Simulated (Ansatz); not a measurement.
HfSi: from a first guess to the relaxed zincblende type

First guess:

```
CELL_PARAMETERS angstrom
0.00000 3.07782 3.07782
3.07782 0.00000 3.07782
3.07782 3.07782 0.00000
ATOMIC_POSITIONS crystal
Hf 0.00000 0.00000 0.00000
Si 0.25000 0.25000 0.25000
```

These are results of DFT, PBE, PAW with Ansatz's default frozen-core files, scalar-relativistic in Ansatz 0.2.0, not measurements.

Cell and atoms relax within the symmetry of the start on a 12×12×12 k mesh with 0.05 eV Fermi–Dirac smearing.

The start is built from a prototype, known or not as a phase of this compound; the cutoff is 420 eV.

Spin–orbit coupling is left out, though it moves levels of the heavy atoms by tenths of an eV or more.

Problem. What is the pressure of the first guess?

Solution. -2.87 GPa.

Problem. What does it relax to?

Solution. a = 6.058 Å, b = 6.058 Å, c = 6.058 Å, α = 90.00°, β = 90.00°, γ = 90.00° (conventional cell), 27.79 Å³ per atom:
Space group F-43m (No. 216). a = 6.058 Å, b = 6.058 Å, c = 6.058 Å, α = 90.00°, β = 90.00°, γ = 90.00°
| atom | site | symmetry | x | y | z |
| --- | --- | --- | --- | --- | --- |
| Hf | 4a | -43m | 0.0000 | 0.0000 | 0.0000 |
| Si | 4d | -43m | 0.2500 | 0.2500 | 0.7500 |

Problem. How much energy does the relaxation release?

Solution. 13 meV/atom.
